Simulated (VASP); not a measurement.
Method: PBEsol GGA, VASP's PBE PAW potentials (set 64) (plane waves; VASP).

VASP input:

**INCAR**
```
LREAL = .FALSE.
NELM = 100   ! most electronic steps
PREC = Accurate
LORBIT = 11   ! lm-projected
ISMEAR = -5
EDIFF = 1E-7   ! SCF stop (eV)
GGA = PS   ! PBEsol
ISIF = 2   ! forces and stress, cell fixed
ENCUT = 520   ! plane-wave cut-off (eV)
ALGO = Normal
LEFG = .TRUE.
LASPH = .TRUE.
LCHARG = .TRUE.
NEDOS = 601   ! DOS grid
LWAVE = .FALSE.
SYSTEM = CaF2
```

POSCAR:
```
CaF2
1
    0.0000000000     2.7137071620     2.7137071620
    2.7137071620     0.0000000000     2.7137071620
    2.7137071620     2.7137071620     0.0000000000
Ca F
1 2
Direct
  0.0000000000   0.0000000000   0.0000000000
  0.2500000000   0.2500000000   0.2500000000
  0.7500000000   0.7500000000   0.7500000000
```

KPOINTS:
```
Automatic mesh
0
Gamma
8 8 8
0 0 0
```

POTCAR, in this order: Ca_sv F (PBE.64 set). Program: vasp_std.

Output

File OSZICAR:
```
       N       E                     dE             d eps       ncg     rms          rms(c)
DAV:   1     0.222078719129E+03    0.22208E+03   -0.13848E+04   928   0.152E+03
DAV:   2    -0.966767465133E+01   -0.23175E+03   -0.22819E+03  1192   0.394E+02
DAV:   3    -0.186466796550E+02   -0.89790E+01   -0.89706E+01  1048   0.877E+01
DAV:   4    -0.189815240987E+02   -0.33484E+00   -0.33477E+00  1576   0.125E+01
DAV:   5    -0.189839680154E+02   -0.24439E-02   -0.24439E-02  1040   0.111E+00    0.737E+00
DAV:   6    -0.178972498003E+02    0.10867E+01   -0.58172E+00   960   0.174E+01    0.308E+00
DAV:   7    -0.178872259513E+02    0.10024E-01   -0.16231E-01  1248   0.378E+00    0.162E+00
DAV:   8    -0.178958638013E+02   -0.86378E-02   -0.27316E-02  1192   0.212E+00    0.186E-01
DAV:   9    -0.178996417635E+02   -0.37780E-02   -0.74313E-03  1224   0.669E-01    0.140E-01
DAV:  10    -0.179003678975E+02   -0.72613E-03   -0.13357E-03  1104   0.283E-01    0.286E-02
DAV:  11    -0.179003679995E+02   -0.10197E-06   -0.10108E-04  1248   0.866E-02    0.997E-03
DAV:  12    -0.179003745327E+02   -0.65332E-05   -0.17806E-05  1064   0.344E-02    0.334E-03
DAV:  13    -0.179003746987E+02   -0.16605E-06   -0.31251E-06  1456   0.134E-02    0.327E-03
DAV:  14    -0.179003743182E+02    0.38050E-06   -0.50295E-07  1056   0.810E-03    0.446E-04
DAV:  15    -0.179003743329E+02   -0.14635E-07   -0.30812E-08   792   0.169E-03
   1 F= -.17900374E+02 E0= -.17900374E+02  d E =0.000000E+00
```

### OUTCAR
```
------------------------ aborting loop because EDIFF is reached ----------------------------------------
  FORCE on cell =-STRESS in cart. coord.  units (eV):
  Direction    XX          YY          ZZ          XY          YZ          ZX
  --------------------------------------------------------------------------------------
  Total       -0.0095992     -0.0095992     -0.0095992     -0.0000000      0.0000000     -0.0000000
  in kB       -0.3847922     -0.3847922     -0.3847922     -0.0000000      0.0000000     -0.0000000
  external PRESSURE =      -0.3847922 kB  Pullay stress =       0.0000000 kB
  volume of cell :       39.97
      direct lattice vectors                 reciprocal lattice vectors
     0.000000000  2.713707162  2.713707162    -0.184249799  0.184249799  0.184249799
     2.713707162  0.000000000  2.713707162     0.184249799 -0.184249799  0.184249799
     2.713707162  2.713707162  0.000000000     0.184249799  0.184249799 -0.184249799
 POSITION                                       TOTAL-FORCE (eV/Angst)
 -----------------------------------------------------------------------------------
      0.00000      0.00000      0.00000         0.000000     -0.000000      0.000000
      1.35685      1.35685      1.35685        -0.000000     -0.000000      0.000000
      4.07056      4.07056      4.07056         0.000000      0.000000     -0.000000
 -----------------------------------------------------------------------------------
    total drift:                                0.000000     -0.000000      0.000000
  FREE ENERGIE OF THE ION-ELECTRON SYSTEM (eV)
  ---------------------------------------------------
  free  energy   TOTEN  =       -17.9003743329 eV

  energy  without entropy=      -17.9003743329  energy(sigma->0) =      -17.90037433

 total charge

# of ion       s       p       d       tot
------------------------------------------
    1        2.023   5.870   0.229   8.121
    2        1.731   4.378   0.000   6.109
    3        1.731   4.378   0.000   6.109
--------------------------------------------------
tot          5.485  14.626   0.229  20.340
```
(Selected blocks of OUTCAR.)

### OUTCAR
```
 val. band max:       -0.9800643338   @ k =   0.5000   0.5000   0.0000

 cond. band min:       6.2214109601   @ k =   0.0000   0.0000   0.0000


 Fermi energy:        -0.9583822407

 k-point     1 :       0.0000    0.0000    0.0000
  band No.  band energies     occupation
      1     -36.7025      2.00000
      2     -20.8496      2.00000
      3     -20.0307      2.00000
      4     -17.7268      2.00000
      5     -17.7268      2.00000
      6     -17.7268      2.00000
      7      -3.1871      2.00000
      8      -3.1871      2.00000
      9      -3.1871      2.00000
     10      -1.2419      2.00000
     11      -1.2419      2.00000
     12      -1.2419      2.00000
     13       6.2214      0.00000
     14       8.2107      0.00000
     15       8.2107      0.00000
     16      10.3938      0.00000

 k-point     2 :       0.1250    0.0000    0.0000
  band No.  band energies     occupation
      1     -36.6969      2.00000
      2     -20.8924      2.00000
      3     -20.0727      2.00000
      4     -17.7338      2.00000
      5     -17.7338      2.00000
      6     -17.6544      2.00000
      7      -3.1133      2.00000
      8      -3.1133      2.00000
      9      -3.0507      2.00000
     10      -1.4321      2.00000
     11      -1.3167      2.00000
     12      -1.3167      2.00000
     13       6.6292      0.00000
     14       8.2467      0.00000
     15       8.2467      0.00000
     16      10.2366      0.00000

 k-point     3 :       0.2500    0.0000    0.0000
  band No.  band energies     occupation
      1     -36.6831      2.00000
      2     -20.9647      2.00000
      3     -20.2099      2.00000
      4     -17.7506      2.00000
      5     -17.7506      2.00000
      6     -17.4713      2.00000
      7      -2.9202      2.00000
      8      -2.9201      2.00000
      9      -2.7280      2.00000
     10      -1.8290      2.00000
     11      -1.5060      2.00000
     12      -1.5060      2.00000
     13       7.5474      0.00000
...
```

The compound is CaF2 in the fluorite structure. It was relaxed first.
